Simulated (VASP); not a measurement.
Wanted: the native input for a VASP 6.6.1 run.

* Task: single point
* Functional: PBEsol
* Potentials or basis: VASP PAW PBE potentials, release 64 (Ta_pv, Si)
* Cutoff: 520 eV
* k mesh: 5 × 5 × 3
* Occupations: fermi-dirac, width 0.05 eV
* Spin: no spin polarisation
* Hubbard terms: Ta d U = 2 eV
* Further INCAR settings: ALGO = Fast; EDIFF = 1e-06

The structure of TaSi2 lies in POSCAR:

```
TaSi2
1.0
    4.7839000000      0.0000000000      0.0000000000
   -2.3919500000      4.1429789292      0.0000000000
    0.0000000000      0.0000000000      6.5700000000
Ta Si
3 6
Direct
    0.0000000000      0.5000000000      0.3333333333
    0.5000000000      0.5000000000      0.6666666667
    0.5000000000      0.0000000000      0.0000000000
    0.3179400000      0.1589700000      0.3333333333
    0.1589700000      0.8410300000      0.6666666667
    0.8410300000      0.6820600000      0.0000000000
    0.6820600000      0.8410300000      0.3333333333
    0.8410300000      0.1589700000      0.6666666667
    0.1589700000      0.3179400000      0.0000000000
```

These files were run (other wordings do the same):

INCAR

```
PREC = Accurate ; ENCUT = 520
EDIFF = 1E-6 ; ISMEAR = -1
SIGMA = 0.05 ; LREAL = F
LASPH = T ; NELM = 60
ALGO = Fast ; ISIF = 2
LWAVE = F ; LCHARG = T
LMAXMIX = 4 ; LDAU = T
LDAUTYPE = 2 ; LDAUL = 2 -1
LDAUU = 2 0 ; LDAUJ = 0 0
LDAUPRINT = 1 ; GGA = PS
LELF = T ; LVHAR = T
```

KPOINTS

```
regular mesh
0
Gamma
  5 5 3
```

Potentials or basis: VASP PAW PBE potentials, release 64 (Ta_pv, Si).

Command:

```console
$ cat potpaw_PBE.64/Ta_pv/POTCAR potpaw_PBE.64/Si/POTCAR > POTCAR
$ mpirun -np 1 vasp_std > vasp.out
```

It gave:

The pressure is 0.8 GPa and the largest force is 0.039 eV/Å. The band gap on the k mesh is none (metal or under the smearing width).

Caveat: the PAW data sets were made with another functional, which shifts forces and pressure a little; U without spin polarisation on a metal has little footing; the U is typed as a test and isn't derived for this compound.

Run time: 90 s on 1 thread of Intel(R) Xeon(R) Platinum 8488C (Sapphire Rapids), with other jobs on the host, peak memory 0.25 GiB.
